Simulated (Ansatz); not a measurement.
Write the native input for Ansatz 0.2.0 that does the following.

```yaml
Task: single point
Functional: PBE
Potentials_or_basis: Ansatz PAW
Cutoff: "420 eV (not typed: the program's choice for these potentials)"
k_mesh: 11 × 11 × 11
Occupations: gaussian, width 0.022 eV
Spin: collinear spin, ferromagnetic start
Starting_moments: "[1.0, 0.0] μB"
```

NiO:

```
Ni O
1.0
     0.00000    2.08590    2.08590
     2.08590    0.00000    2.08590
     2.08590    2.08590    0.00000
Ni O
1 1
Direct
  0.00000 0.00000 0.00000
  0.50000 0.50000 0.50000
```

These files were run (other wordings do the same):

input.yaml

```yaml
crystal:
  lattice:
    - [0.0, 2.0859016414, 2.0859016414]
    - [2.0859016414, 0.0, 2.0859016414]
    - [2.0859016414, 2.0859016414, 0.0]
  atoms:
    - { symbol: Ni, position: [0.0, 0.0, 0.0], spin: 1.0 }
    - { symbol: O, position: [0.5, 0.5, 0.5] }
hamiltonian:
  xc: pbe
  pseudopotentials: { kind: paw }
magnetization:
  spin_polarized: true
kpoints:
  mp_grid: { grid: [11, 11, 11] }
scf:
  occupations: { method: gaussian, width: 0.022 }
output:
  forces: true
  stress: true
  eigenvalues: true
```

Potentials or basis: Ansatz PAW.

Command:

```sh
$ ansatz run input.yaml --threads 2 --pin off --max-ram 5632MiB --backend cpu --events-out ev --progress --plain --runs-dir out
```

It gave:

```yaml
Pressure: 6.3 GPa
Band_gap_on_the_k_mesh: none (metal or under the smearing width)
Net_moment: 1.79 μB per cell
Absolute_moment: 1.80 μB per cell
Site_moments: Ni +1.44; O +0.29 μB
```

Caveat: the pressure holds a Pulay correction of +0.7 GPa for the finite cutoff; a cell with one magnetic atom can't hold antiferromagnetic order, which such compounds often take; semilocal functionals often make such compounds metallic where correlation or magnetic order opens a gap, which also shifts bond lengths.

It took 8.9 s on 2 threads of Arm Neoverse V1 (shared host), peak memory 0.35 GiB.
